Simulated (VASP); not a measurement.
# Ga (R-3m) in VASP: notebook

One crystal, Ga, is run at these levels: PBE; tasks: single point, relaxation of cell and atoms.

Program: VASP 6.6.1. These are calculated values, not measurements. Logs are shortened: lines on timing, memory, paths and dates and some standing lists are left out, and cuts for length are marked.

### Step 1. The structure

Symmetry: R-3m, No. 166, trigonal system. Conventional cell: a = 4.171 Å, b = 4.171 Å, c = 3.971 Å, α = 90.00°, β = 90.00°, γ = 120.00°. Ga (site symmetry -3m) is surrounded by 6 Ga at 2.75 Å.

The cell was built by a generator and needn't be a form met in nature.

### Step 2. Single point, PBE

Input file INCAR:

```
ALGO = Fast
EDIFF = 1E-7
ENCUT = 520
GGA = PE
ISIF = 2
ISMEAR = 0
LASPH = True
LCHARG = True
LELF = True
LREAL = False
LVHAR = True
LWAVE = False
NBANDS = 26
NELM = 100
PREC = Accurate
SIGMA = 0.1
```

Input file KPOINTS:

```
k-points
0
Gamma
  6 6 4
```

Input file POSCAR:

```
Ga
1.0
    4.1707173314      0.0000000000      0.0000000000
   -2.0853586657      3.6119471610      0.0000000000
    0.0000000000      0.0000000000      3.9711181043
Ga
3
Direct
    0.3333272154      0.0000000000      0.3333333333
    0.0000000000      0.3333272154      0.6666666667
    0.6666727846      0.6666727846      0.0000000000
```

Potentials or basis: VASP PAW PBE potentials, release 64 (Ga_d).

On the command line:

```
> cat potpaw_PBE.64/Ga_d/POTCAR > POTCAR
> mpirun -np 1 vasp_std > vasp.out
```

OUTCAR:

```text
EDIFF = 1E-7
   ENCUT = 520
   GGA = PE
   ISIF = 2
   ISMEAR = 0
   LASPH = True
   LREAL = False
   NELM = 100
   PREC = Accurate

 ion  position               nearest neighbor table
   1  0.333  0.000  0.333-   3 2.75   2 2.75   3 2.75   3 2.75   2 2.75   2 2.75
   2  0.000  0.333  0.667-   3 2.75   1 2.75   3 2.75   3 2.75   1 2.75   1 2.75
   3  0.667  0.667  0.000-   1 2.75   2 2.75   1 2.75   2 2.75   2 2.75   1 2.75

  LATTYP: Found a hexagonal cell.
 ALAT       =     4.1707173314
 C/A-ratio  =     0.9521427104

  Lattice vectors:

 A1 = (   4.1707173314,   0.0000000000,   0.0000000000)
 A2 = (  -2.0853586657,   3.6119471610,   0.0000000000)
 A3 = (   0.0000000000,   0.0000000000,   3.9711181043)

Analysis of symmetry for initial positions (statically):
=====================================================================
 Subroutine PRICEL returns:
 Original cell was already a primitive cell.

 Routine SETGRP: Setting up the symmetry group for a
 hexagonal supercell.

 Subroutine GETGRP returns: Found  6 space group operations
 (whereof  2 operations were pure point group operations)
 out of a pool of 24 trial point group operations.

The static configuration has the point symmetry C_2 .
 The point group associated with its full space group is D_3 .

Analysis of symmetry for dynamics (positions and initial velocities):
=====================================================================
 Subroutine PRICEL returns:
 Original cell was already a primitive cell.

 Routine SETGRP: Setting up the symmetry group for a
 hexagonal supercell.

 Subroutine GETGRP returns: Found  6 space group operations
 (whereof  2 operations were pure point group operations)
 out of a pool of 24 trial point group operations.

The dynamic configuration has the point symmetry C_2 .
 The point group associated with its full space group is D_3 .

 Subroutine INISYM returns: Found  6 space group operations
 (whereof  2 operations are pure point group operations),
 and found     1 'primitive' translations

----------------------------------------------------------------------------------------

                                     Primitive cell

  volume of cell :      59.8226

  direct lattice vectors                    reciprocal lattice vectors
     4.170717331  0.000000000  0.000000000     0.239766908  0.138429489  0.000000000
[... 85 lines left out ...]
   ENCUT  =  520.0 eV  38.22 Ry    6.18 a.u.   7.75  7.75  7.38*2*pi/ulx,y,z
   NELM   =    100;   NELMIN=  2; NELMDL= -5     # of ELM steps
   EDIFF  = 0.1E-06   stopping-criterion for ELM
   LREAL  =      F    real-space projection
   EDIFFG = 0.1E-05   stopping-criterion for IOM
   NSW    =      0    number of steps for IOM
   IBRION =     -1    ionic relax: 0-MD 1-quasi-New 2-CG
   NFREE  =      0    steps in history (QN), initial steepest desc. (CG)
   ISIF   =      2    stress and relaxation
   ISYM   =      2    0-nonsym 1-usesym 2-fastsym
   POTIM  = 0.5000    time-step for ionic-motion
   TEBEG  =    0.0;   TEEND  =   0.0 temperature during run
   PSTRESS=    0.0 pullay stress
   NELECT =      39.0000    total number of electrons
   NUPDOWN=      -1.0000    fix difference up-down
   EMIN   =  10.00;   EMAX   =-10.00  energy-range for DOS
   EFERMI =   0.00;   METHOD = LEGACY
   ISMEAR =     0;   SIGMA  =   0.10  broadening in eV -4-tet -1-fermi 0-gaus
   EFERMI_NEDOS =   21; number of points for ismear=-14 and -15
   IALGO  =     68    algorithm
   IMIX   =      4    mixing-type and parameters
     AMIX     =   0.40;   BMIX     =  1.00
     AMIX_MAG =   1.60;   BMIX_MAG =  1.00
  volume/ion in A,a.u.               =      19.94       134.57
  Fermi-wavevector in a.u.,A,eV,Ry     =   1.419520  2.682503 27.416227  2.015036
  Thomas-Fermi vector in A             =   2.540532
   LORBIT       =      0    0 simple, 1 ext, 2 COOP (PROOUT), +10 PAW based schemes
   GGA     = PE    functional components
   LHFCALC =     F    Hartree Fock is set to
   AEXX    =    0.0000 exact exchange contribution
   IVDW    =     0    specifies the selected vdW correction
   LEPSILON=     F    determine dielectric tensor
   LRPA    =     F    only Hartree local field effects (RPA)
 non-spin polarized calculation
 RMM-DIIS sequential band-by-band and
 Gauss-broadening in eV      SIGMA  =   0.10
  energy-cutoff  :      520.00
  volume of cell :       59.82
 maximum number of plane-waves:      1634
 NGX is ok and might be reduce to    32

 number of electron      38.9999990 magnetization

 Free energy of the ion-electron system (eV)
  ---------------------------------------------------
  ext. energy  EPLUGINS =         0.00000000
  ---------------------------------------------------
  free energy    TOTEN  =        -8.60360688 eV

  energy without entropy =       -8.59992975  energy(sigma->0) =       -8.60176831

 E-fermi :   5.0472     XC(G=0): -10.6773

 val. band max:        4.7713567470   @ k =   0.1667   0.1667   0.0000
 cond. band min:       5.0693060714   @ k =   0.1667   0.0000   0.2500
 fundamental gap:      0.2979493244
 Fermi energy:         5.0471520527

 k-point     1 :       0.0000    0.0000    0.0000
  band No.  band energies     occupation
      1     -10.1771      2.00000
      2     -10.1771      2.00000
      3      -9.9691      2.00000
      4      -9.9691      2.00000
      5      -9.9361      2.00000
      6      -9.9361      2.00000
[... 685 lines left out ...]
     25      13.3973      0.00000
     26      13.3973      0.00000

------------------------ aborting loop because EDIFF is reached ----------------------------------------

  FORCE on cell =-STRESS in cart. coord.  units (eV):
  Direction    XX          YY          ZZ          XY          YZ          ZX
  --------------------------------------------------------------------------------------
  -------------------------------------------------------------------------------------
  Total        0.0403865      0.0403865      0.0207096      0.0000000      0.0000000      0.0000000
  in kB        1.0816386      1.0816386      0.5546489      0.0000000      0.0000000      0.0000000
  external PRESSURE =       0.9059754 kB  Pullay stress =       0.0000000 kB

 VOLUME and BASIS-vectors are now :
 -----------------------------------------------------------------------------
  energy-cutoff  :      520.00
  volume of cell :       59.82
      direct lattice vectors                 reciprocal lattice vectors
     4.170717331  0.000000000  0.000000000     0.239766908  0.138429489  0.000000000
    -2.085358666  3.611947161  0.000000000     0.000000000  0.276858978  0.000000000
     0.000000000  0.000000000  3.971118104     0.000000000  0.000000000  0.251818247

 POSITION                                       TOTAL-FORCE (eV/Angst)
 -----------------------------------------------------------------------------------
      1.39021      0.00000      1.32371        -0.000478     -0.000000      0.000000
     -0.69511      1.20396      2.64741         0.000239     -0.000414     -0.000000
      1.39025      2.40799      0.00000         0.000239      0.000414     -0.000000
 -----------------------------------------------------------------------------------
    total drift:                               -0.000000     -0.000001     -0.000000

  FREE ENERGIE OF THE ION-ELECTRON SYSTEM (eV)
  ---------------------------------------------------
  free  energy   TOTEN  =        -8.6036068758 eV

  energy  without entropy=       -8.5999297536  energy(sigma->0) =       -8.60176831
```

OSZICAR:

```text
N       E                     dE             d eps       ncg     rms          rms(c)
DAV:   1     0.228854317015E+03    0.22885E+03   -0.19637E+04  1258   0.278E+03
DAV:   2     0.153591165766E+02   -0.21350E+03   -0.20947E+03  1288   0.460E+02
DAV:   3    -0.810958954754E+01   -0.23469E+02   -0.23189E+02  1448   0.128E+02
DAV:   4    -0.865600843667E+01   -0.54642E+00   -0.54486E+00  1456   0.217E+01
DAV:   5    -0.866533804263E+01   -0.93296E-02   -0.93285E-02  1576   0.295E+00    0.157E+00
RMM:   6    -0.861166711532E+01    0.53671E-01   -0.12382E-01  1535   0.389E+00    0.822E-01
RMM:   7    -0.860422400938E+01    0.74431E-02   -0.42483E-02  1601   0.184E+00    0.226E-01
RMM:   8    -0.860347299441E+01    0.75101E-03   -0.40690E-03  1627   0.681E-01    0.310E-02
RMM:   9    -0.860358702010E+01   -0.11403E-03   -0.10210E-03  1839   0.335E-01    0.179E-02
RMM:  10    -0.860360298914E+01   -0.15969E-04   -0.25254E-04  1865   0.151E-01    0.607E-03
RMM:  11    -0.860360708045E+01   -0.40913E-05   -0.67805E-05  1640   0.892E-02    0.539E-03
RMM:  12    -0.860360573299E+01    0.13475E-05   -0.24363E-05  1697   0.509E-02    0.457E-04
RMM:  13    -0.860360679666E+01   -0.10637E-05   -0.10305E-05  1904   0.237E-02    0.175E-04
RMM:  14    -0.860360687575E+01   -0.79091E-07   -0.61069E-07  1190   0.679E-03
   1 F= -.86036069E+01 E0= -.86017683E+01  d E =-.367712E-02
```

stdout:

```text
POSCAR found type information on POSCAR Ga
 POSCAR found :  1 types and       3 ions
 scaLAPACK will be used
 LDA part: xc-table for (Slater+PW92), standard interpolation
 POSCAR, INCAR and KPOINTS ok, starting setup
 FFT: planning ... GRIDC
 FFT: planning ... GRID_SOFT
 FFT: planning ... GRID
 WAVECAR not read
 entering main loop
 num prob RMM:  14    -0.860360687575E+01   -0.79091E-07   -0.61069E-07  1190   0.679E-03
```

Run time: 32 s. Hardware: 1 thread of Intel Xeon Platinum 8488C (Sapphire Rapids), shared host; peak memory 0.17 GiB.

What came out:

```
Free energy            : -8.6036 eV
Pressure               : 0.1 GPa
Band gap on the k mesh : none (metal or under the smearing width)
```

Levels at points of the mesh, in eV from the Fermi level:
```csv
k point,band 15,band 16,band 17,band 18,band 19,band 20,band 21,band 22,band 23,band 24
"(0.00, 0.00, 0.00)",-14.77,-10.77,-2.00,-2.00,0.91,0.91,0.91,0.91,2.73,2.73
"(0.50, 0.00, 0.00)",-14.64,-7.86,-7.86,-2.26,-2.13,1.04,1.93,1.93,4.93,7.04
"(0.00, 0.00, 0.50)",-14.65,-8.41,-8.41,1.40,1.40,2.44,3.67,3.67,3.67,3.67
"(0.50, 0.00, 0.50)",-14.78,-6.20,-5.58,-5.58,-4.23,0.44,0.44,1.29,1.29,10.35
```

Caveat: the k mesh is coarse (spacing up to 0.40 Å⁻¹), so the values aren't converged.

### Step 3. Relaxation of cell and atoms, PBE

This run uses another cell than the first one, of 19.56 Å³/atom, 0.981 times its volume.

Input file INCAR:

```
PREC = Accurate
ENCUT = 600
EDIFF = 1E-6
ISMEAR = 0
SIGMA = 0.1
LREAL = F
LASPH = T
NELM = 100
ALGO = Normal
ISIF = 3
LWAVE = F
LCHARG = F
GGA = PE
IBRION = 2
NSW = 90
EDIFFG = -0.04
```

Input file KPOINTS:

```
regular mesh
0
Gamma
  6 6 4
```

Input file POSCAR:

```
Ga
1.0
    3.9088419701      0.0000000000      0.0000000000
   -1.9544209851      3.3851564455      0.0000000000
    0.0000000000      0.0000000000      4.4347120631
Ga
3
Direct
    0.2254000000      0.0000000000      0.3333333333
    0.0000000000      0.2254000000      0.6666666667
    0.7746000000      0.7746000000      0.0000000000
```

Potentials or basis: VASP PAW PBE potentials, release 64 (Ga_d).

On the command line:

```
> cat potpaw_PBE.64/Ga_d/POTCAR > POTCAR
> mpirun -np 1 vasp_std > vasp.out
```

OUTCAR:

```text
PREC = Accurate
   ENCUT = 600
   EDIFF = 1E-6
   ISMEAR = 0
   LREAL = F
   LASPH = T
   NELM = 100
   ISIF = 3
   GGA = PE
   IBRION = 2
   NSW = 90
   EDIFFG = -0.04

 ion  position               nearest neighbor table
   1  0.225  0.000  0.333-   3 2.12   2 2.12
   2  0.000  0.225  0.667-   3 2.12   1 2.12
   3  0.775  0.775  0.000-   1 2.12   2 2.12

  LATTYP: Found a hexagonal cell.
 ALAT       =     3.9088419701
 C/A-ratio  =     1.1345334749

  Lattice vectors:

 A1 = (   3.9088419701,   0.0000000000,   0.0000000000)
 A2 = (  -1.9544209851,   3.3851564455,   0.0000000000)
 A3 = (   0.0000000000,   0.0000000000,   4.4347120631)

Analysis of symmetry for initial positions (statically):
[... 301 lines left out ...]
      5     -11.1967      2.00000
      6     -11.1315      2.00000
[... 613 lines left out ...]
     22       9.5569      0.00000
     23      10.8432      0.00000

[... ionic steps 4 to 19 ...]

--------------------------------------- Ionic step       20  -------------------------------------------

 number of electron      38.9999965 magnetization

------------------------ aborting loop because EDIFF is reached ----------------------------------------
[... 69 lines left out ...]
--------------------------------------- Ionic step       22  -------------------------------------------

 number of electron      38.9999965 magnetization

 Free energy of the ion-electron system (eV)
  ---------------------------------------------------
  ext. energy  EPLUGINS =         0.00000000
  ---------------------------------------------------
  free energy    TOTEN  =        -8.64369654 eV

  energy without entropy =       -8.64297480  energy(sigma->0) =       -8.64333567

 E-fermi :   5.0578     XC(G=0): -10.7785

 val. band max:        4.9146636551   @ k =   0.3333   0.0000   0.2500
 cond. band min:       5.1975991171   @ k =   0.1667   0.0000   0.5000
 fundamental gap:      0.2829354620
 Fermi energy:         5.0578016453

 k-point     1 :       0.0000    0.0000    0.0000
  band No.  band energies     occupation
      1     -10.0749      2.00000
      2     -10.0749      2.00000
      3      -9.8550      2.00000
      4      -9.8550      2.00000
      5      -9.8365      2.00000
      6      -9.8365      2.00000
[... 643 lines left out ...]
  FREE ENERGIE OF THE ION-ELECTRON SYSTEM (eV)
  ---------------------------------------------------
  free  energy   TOTEN  =        -8.6436965430 eV

  energy  without entropy=       -8.6429748015  energy(sigma->0) =       -8.64333567

 reached required accuracy - stopping structural energy minimisation
```

It took 6.9 min on 1 thread of Intel Xeon Platinum 8488C (Sapphire Rapids), shared host; peak memory 0.2 GiB.

What came out:

| Property | Result |
| --- | --- |
| Free energy | -8.6437 eV |
| Relaxed volume | 19.55 Å³/atom |
| Relaxed cell | a = 3.531 Å, b = 3.531 Å, c = 5.431 Å, α = 90.00°, β = 90.00°, γ = 120.00° |
| Space group after relaxing (to 0.05 Å) | R-3m (No. 166) |
| Energy gained by relaxing | 911.5 meV/atom |
| Ionic steps | 22 |
| Pressure after relaxing | -0.1 GPa |
| Band gap on the k mesh | none (metal or under the smearing width) |

The path:
```csv
step,energy change (eV),largest force (eV/Å),pressure (GPa),volume (Å³)
1,0.0000,5.6012,20.78,58.68
2,-1.9808,0.1551,-6.15,82.51
3,-2.1380,0.7414,-3.43,73.64
4,-2.1411,0.6344,-3.93,74.60
5,-2.1408,0.6711,-3.70,74.26
6,-2.3237,0.6307,-2.69,69.27
7,-2.5380,0.5244,1.62,59.37
8,-2.5358,0.4516,4.14,56.73
9,-2.5423,0.4918,2.86,58.02
10,-2.6415,0.0887,1.34,58.39
11,-2.7039,0.0857,0.49,58.69
12,-2.6200,0.2039,0.19,58.97
13,-2.7081,0.1909,0.04,58.84
14,-2.7125,0.1499,0.18,58.78
15,-2.7224,0.1266,-0.42,59.13
16,-2.7228,0.1314,-0.56,59.07
17,-2.7265,0.1065,0.33,58.15
18,-2.7265,0.1005,0.70,57.96
19,-2.7298,0.0728,0.60,57.98
20,-2.7334,0.0039,0.48,58.03
21,-2.7335,0.0085,0.56,58.03
22,-2.7346,0.0003,-0.05,58.65
```

Final structure:
```
Ga
1.0
     3.53122    0.00000    0.00000
    -1.76561    3.05812    0.00000
     0.00000    0.00000    5.43097
Ga
3
Direct
  0.33332 0.00000 0.33333
  0.00000 0.33332 0.66667
  0.66668 0.66668 0.00000
```

### Step 4. Single point, PBE

This run uses another cell than the first one: it holds 1 atom, not 3.

Input file INCAR:

```
  ALGO = Fast
  EDIFF = 1E-7
  ENCUT = 520
  GGA = PE
  ISIF = 2
  ISMEAR = 0
  LASPH = T
  LCHARG = F
  LREAL = F
  LWAVE = F
  NBANDS = 12
  NELM = 100
  PREC = Accurate
  SIGMA = 0.1
```

Input file KPOINTS:

```
k-points
0
Gamma
  21 21 21
```

Input file POSCAR:

```
Ga
1.0
    2.1081130656      1.2171196459      1.2926645654
   -2.1081130656      1.2171196459      1.2926645654
    0.0000000000     -2.4342392918      1.2926645654
Ga
1
Direct
    0.5000000000      0.5000000000      0.5000000000
```

On the command line:

```
> cat potpaw_PBE.64/Ga_d/POTCAR > POTCAR
> mpirun -np 1 vasp_std > vasp.out
```

Wall time 1.7 min (1 thread of Intel Xeon Platinum 8488C (Sapphire Rapids), shared host); peak memory 0.29 GiB.

It converged, with:

```
Free energy            : -2.8590 eV
Pressure               : 0.1 GPa
Band gap on the k mesh : none (metal or under the smearing width)
```

Levels at points of the mesh, in eV from the Fermi level:
```csv
k point,band 3,band 4,band 5,band 6,band 7,band 8,band 9,band 10
"(0.00, 0.00, 0.00)",-14.78,-14.71,-14.71,-10.72,8.71,9.97,9.97,12.59
```

### Step 5. Overview

```csv
task,cell,k mesh,cutoff (eV),mesh quality,gap on the mesh (eV),pressure (GPa)
single point,"R-3m, 19.94 Å³/atom",6 × 6 × 4,520,coarse,none,0.1
relaxation of cell and atoms,relaxed,6 × 6 × 4,600,not flagged,none,-0.1
single point,"R-3m, 19.9 Å³/atom",21 × 21 × 21,520,not flagged,none,0.1
```

Alike in all rows: level PBE; potentials or basis VASP PAW PBE potentials, release 64 (Ga_d); no spin polarisation; smearing gaussian 0.1 eV.

Caveats: some runs use coarse meshes.

Total energies depend on the potentials used, so only differences within one code and one set of settings carry meaning.
